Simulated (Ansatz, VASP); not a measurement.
## As in VASP and in Ansatz

File INCAR:

```
SYSTEM = As
ALGO = Normal ; EDIFF = 1E-6
ENCUT = 520 ; GGA = PE
ISIF = 2 ; ISMEAR = 1
LASPH = .TRUE. ; LCHARG = .TRUE.
LELF = .TRUE. ; LREAL = .FALSE.
LVHAR = .TRUE. ; LWAVE = .FALSE.
NBANDS = 12 ; NELM = 60
PREC = Accurate ; SIGMA = 0.01
```

Contents of KPOINTS:

```
k-points
0
G
  10 10 10
  0 0 0
```

POSCAR

```
As
1.0
    1.9036109523      1.0990502958      3.6081612956
   -1.9036109523      1.0990502958      3.6081612956
    0.0000000000     -2.1981005915      3.6081612956
As
2
Direct
    0.7737100447      0.7737100447      0.7737100447
    0.2262899553      0.2262899553      0.2262899553
```

Input for Ansatz:

```yaml
crystal:
  lattice:
    - [1.9036109523, 1.0990502958, 3.6081612956]
    - [-1.9036109523, 1.0990502958, 3.6081612956]
    - [0.0, -2.1981005915, 3.6081612956]
  atoms:
    - { symbol: As, position: [0.7737100447, 0.7737100447, 0.7737100447] }
    - { symbol: As, position: [0.2262899553, 0.2262899553, 0.2262899553] }
hamiltonian:
  xc: pbe
  pseudopotentials:
    kind: paw
    azcp:
      As: "pseudopotentials/As.paw.azcp"
basis:
  ecutwfc: 420
  fft_grid_basis: typed
kpoints:
  mp_grid: { grid: [10, 10, 10], shift: [0, 0, 0] }
magnetization:
  spin_polarized: false
scf:
  occupations: { method: methfessel_paxton, width: 0.01 }
  lower_state_search: "off"
output:
  stress: true
```

Alike in both runs: task single point; functional PBE; k mesh 10 × 10 × 10; occupations methfessel-paxton of order 1, width 0.01 eV; no spin polarisation.

```csv
,VASP,Ansatz
version,VASP 6.6.1,Ansatz 0.2.0
potentials or method,"VASP PAW PBE potentials, release 64 (As)","plane waves (420 eV) with PAW, scalar-relativistic"
plane-wave cutoff (eV),520,420
valence electrons in the cell,10,30
```

VASP gave:

| Property | Result |
| --- | --- |
| pressure (GPa) | 0.3 |
| largest component of the traceless stress (GPa) | 0.19 |

**Question.** Estimate Ansatz's values.

**Answer.** Pressure (GPa): 0.0; largest component of the traceless stress (GPa): 0.08.

The two sets of potentials don't hold the same shells in valence.
